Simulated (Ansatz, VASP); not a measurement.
One calculation of Mg, two programs

The input INCAR:

```
SYSTEM = Mg
ALGO = Normal
EDIFF = 1E-6
ENCUT = 520
GGA = CA
ISIF = 2
ISMEAR = -1
LASPH = .True.
LCHARG = .False.
LREAL = .False.
LWAVE = .False.
NBANDS = 9
NELM = 80
PREC = Accurate
SIGMA = 0.05
```

File KPOINTS:

```
k-points
0
Gamma
  12 12 7
  0 0 0
```

File POSCAR:

```
Mg
1.0
    3.2092715325      0.0000000000      0.0000000000
   -1.6046357662      2.7793106748      0.0000000000
    0.0000000000      0.0000000000      5.3145366000
Mg
2
Direct
    0.3333333333      0.6666666667      0.2500000000
    0.6666666667      0.3333333333      0.7500000000
```

Input for Ansatz:

```yaml
crystal:
  lattice:
    - [3.2092715325, 0.0, 0.0]
    - [-1.6046357662, 2.7793106748, 0.0]
    - [0.0, 0.0, 5.3145366]
  atoms:
    - { symbol: Mg, position: [0.3333333333, 0.6666666667, 0.25] }
    - { symbol: Mg, position: [0.6666666667, 0.3333333333, 0.75] }
kpoints:
  mp_grid: { grid: [12, 12, 7] }
  band_path:
    path:
      - [0.0, 0.0, 0.0]
      - [0.5, 0.0, 0.0]
      - [0.3333333333, 0.3333333333, 0.0]
      - [0.0, 0.0, 0.0]
      - [0.0, 0.0, 0.5]
      - [0.5, 0.0, 0.5]
      - [0.3333333333, 0.3333333333, 0.5]
      - [0.0, 0.0, 0.5]
      - [0.5, 0.0, 0.5]
    npoints: 5
scf:
  occupations: { method: fermi_dirac, width: 0.05 }
hamiltonian:
  xc: lda
  pseudopotentials: { kind: all_electron, lapw: { basis_error: 0.001 } }
output:
  forces: true
  stress: true
  eigenvalues: true
```

Change from the starting cell: zz strain of +2 %.

Alike in both runs: task single point; functional LDA; k mesh 12 × 12 × 7; occupations fermi-dirac, width 0.05 eV; no spin polarisation.

|  | VASP | Ansatz |
| --- | --- | --- |
| version | VASP 6.6.1 | Ansatz 0.2.0 |
| potentials or method | VASP PAW LDA potentials, release 64 (Mg) | all-electron LAPW, scalar-relativistic |
| plane-wave cutoff (eV) | 520 | see its input |

VASP gave:

* pressure (GPa): -3.4
* largest component of the traceless stress (GPa): 1.27

Task: Which values does Ansatz return?

Result: Pressure (GPa): -3.0; largest component of the traceless stress (GPa): 1.26.

Ansatz ran all-electron here, so the differences hold the error of VASP's frozen core and of both bases.
